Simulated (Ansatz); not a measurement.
A first try at an equation of state with a fit of Se, space group Fd-3m, using the Ansatz DFT code, driven from Python.

Interactive session:
```pycon
>>> import ansatz as az
>>> from ase.eos import EquationOfState
>>> from ase.units import GPa
>>> import numpy as np
>>> vectors0 = np.array([
...     [0.0, 3.125567, 3.125567],
...     [3.125567, 0.0, 3.125567],
...     [3.125567, 3.125567, 0.0],
... ])
>>> sites = [
...     ("Se", (0.5, 0.5, 0.5)),
...     ("Se", (0.75, 0.75, 0.75)),
... ]
>>> def crystal_on(cell):
...     crystal = az.Crystal(lattice=az.Lattice.of(cell))
...     for symbol, position in sites:
...         crystal = crystal.atom(symbol, position)
...     return crystal
...
>>> # uniform scaling of the cell
>>> volumes, energies = [], []
>>> for scale in np.linspace(0.92, 1.08, 7):
...     cell = vectors0 * scale ** (1 / 3)
...     job = (
...         crystal_on(cell).calculation()
...         .functional(az.Functional.LDA)
...         .occupations("Fixed")
...         .scf(tolerance=1e-09)
...         .basis(500)
...         .kpoints(6, 6, 6)
...     )
...     summary = job.run().report
...     volumes.append(abs(np.linalg.det(cell)) / len(sites))
...     energies.append(summary["free_energy_ev"] / len(sites))
...     print(f"V = {volumes[-1]:8.4f} A^3/atom  F = {energies[-1]:.5f} eV/atom")
...
RunWarning: iter 1: σ=0 fill of 16 bands saw a band overlap (occupied 7.1747 eV > unoccupied 5.9831 eV) — on an unconverged iterate often a transient of an unconverged empty band; one that stands at the close is told there (band_overlap_at_count); if the run fails to converge, the spectrum is likely genuinely metallic [...]
RunWarning: a fill by count may have filled part of one level: at k-index 1 the highest filled band, 6.360941 eV, and the lowest empty band, 6.360941 eV, stand 1.776e-15 eV apart, within the solve's uncertainty, 3.162e-5 eV. If they are one level, whatever splits it, however little, can move the result. A smearing [...]
RunWarning: the bands overlap at the fill by count (16 filled at each k-point of a channel): the highest filled level, 7.162943 eV at k-index 3, stands 1.1918 eV over the lowest empty one, 5.971173 eV at k-index 0, so that a fill of the lowest levels lies lower and no gap is reported. A metal, or a carrier in a host's [...]
V =  28.0915 A^3/atom  F = -5382.61379 eV/atom
V =  28.9057 A^3/atom  F = -5382.62591 eV/atom
V =  29.7199 A^3/atom  F = -5382.63051 eV/atom
V =  30.5342 A^3/atom  F = -5382.62857 eV/atom
V =  31.3484 A^3/atom  F = -5382.62092 eV/atom
V =  32.1627 A^3/atom  F = -5382.60829 eV/atom
V =  32.9769 A^3/atom  F = -5382.59132 eV/atom
>>> eos = EquationOfState(volumes, energies, eos="birchmurnaghan")
>>> v0, e0, bulk = eos.fit()
>>> print(f"V0 = {v0:.4f} A^3/atom, E0 = {e0:.5f} eV/atom, B = {bulk / GPa:.1f} GPa")
V0 = 29.8686 A^3/atom, E0 = -5382.63062 eV/atom, B = 46.0 GPa
```

The session ran to its end, but the result can't be trusted. Why?

The fault: fixed occupations, though the bands overlap at this level of theory. The change:

```diff
--- before
+++ after
@@
         .functional(az.Functional.LDA)
-        .occupations("Fixed")
+        .occupations("fermi_dirac", width=0.1)
         .scf(tolerance=1e-09)
```

At the Python prompt:
```pycon
[earlier lines as before]
>>> for scale in np.linspace(0.92, 1.08, 7):
...     cell = vectors0 * scale ** (1 / 3)
...     job = (
...         crystal_on(cell).calculation()
...         .functional(az.Functional.LDA)
...         .occupations("fermi_dirac", width=0.1)
...         .scf(tolerance=1e-09)
...         .basis(500)
...         .kpoints(6, 6, 6)
...     )
...     summary = job.run().report
...     volumes.append(abs(np.linalg.det(cell)) / len(sites))
...     energies.append(summary["free_energy_ev"] / len(sites))
...     print(f"V = {volumes[-1]:8.4f} A^3/atom  F = {energies[-1]:.5f} eV/atom")
...
V =  28.0915 A^3/atom  F = -5382.71172 eV/atom
V =  28.9057 A^3/atom  F = -5382.71868 eV/atom
V =  29.7199 A^3/atom  F = -5382.71861 eV/atom
V =  30.5342 A^3/atom  F = -5382.71238 eV/atom
V =  31.3484 A^3/atom  F = -5382.70077 eV/atom
V =  32.1627 A^3/atom  F = -5382.68447 eV/atom
V =  32.9769 A^3/atom  F = -5382.66410 eV/atom
>>> eos = EquationOfState(volumes, energies, eos="birchmurnaghan")
>>> v0, e0, bulk = eos.fit()
>>> print(f"V0 = {v0:.4f} A^3/atom, E0 = {e0:.5f} eV/atom, B = {bulk / GPa:.1f} GPa")
V0 = 29.2981 A^3/atom, E0 = -5382.71947 eV/atom, B = 46.7 GPa
```

Notes:
- Absolute energies stand on the zero of these potentials, so only differences at equal settings mean something.
- For a metal this k-point mesh is coarse: on a finer one energies can move by several to tens of meV an atom and pressures by half a GPa or more, differences at one mesh by less.
- This isn't the structure that Se takes at ambient conditions.
- Hardware and time: 11 s on 1 thread of Arm Neoverse V1 (shared host), peak memory 0.37 GiB.
